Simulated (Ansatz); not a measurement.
**SiNi at several levels of theory**

One geometry, relaxed with PBE, and single points on it; plane waves with PAW potentials in Ansatz, scalar-relativistic unless the row names spin-orbit coupling. Collinear spin, which adds to the cost, in r2SCAN (no moment survived); no spin polarisation in PBE, LDA. Meshes are on the primitive cell of 8 atoms. Gaps are the least over mesh and band path; pressure is positive in compression. Smearing is Gaussian, 0.10 eV.

```cif
data_structure
_symmetry_space_group_name_H-M 'Pnma'
_symmetry_Int_Tables_number 62
_cell_length_a 5.1541
_cell_length_b 3.3755
_cell_length_c 5.6197
_cell_angle_alpha 90.000
_cell_angle_beta 90.000
_cell_angle_gamma 90.000
_cell_volume 97.77
loop_
_atom_site_label
_atom_site_type_symbol
_atom_site_symmetry_multiplicity
_atom_site_Wyckoff_symbol
_atom_site_fract_x
_atom_site_fract_y
_atom_site_fract_z
_atom_site_occupancy
Si1 Si 4 c 0.32125 0.75000 0.08408 1
Ni1 Ni 4 c 0.00822 0.25000 0.18849 1
```

| level | cutoff (eV) | k mesh | gap (eV) | pressure (GPa) | rough cost with bands (core-min) |
| --- | --- | --- | --- | --- | --- |
| PBE | 420 | 8×10×6 | 0 | 0.0 | 8 |

Question: What do r2SCAN, LDA give on the same cell?

Answer:
| level | cutoff (eV) | k mesh | gap (eV) | pressure (GPa) | rough cost with bands (core-min) |
| --- | --- | --- | --- | --- | --- |
| r2SCAN | 500 | 8×10×6 | 0 | -4.9 | 25 |
| LDA | 420 | 8×10×6 | 0 | -10.5 | 8 |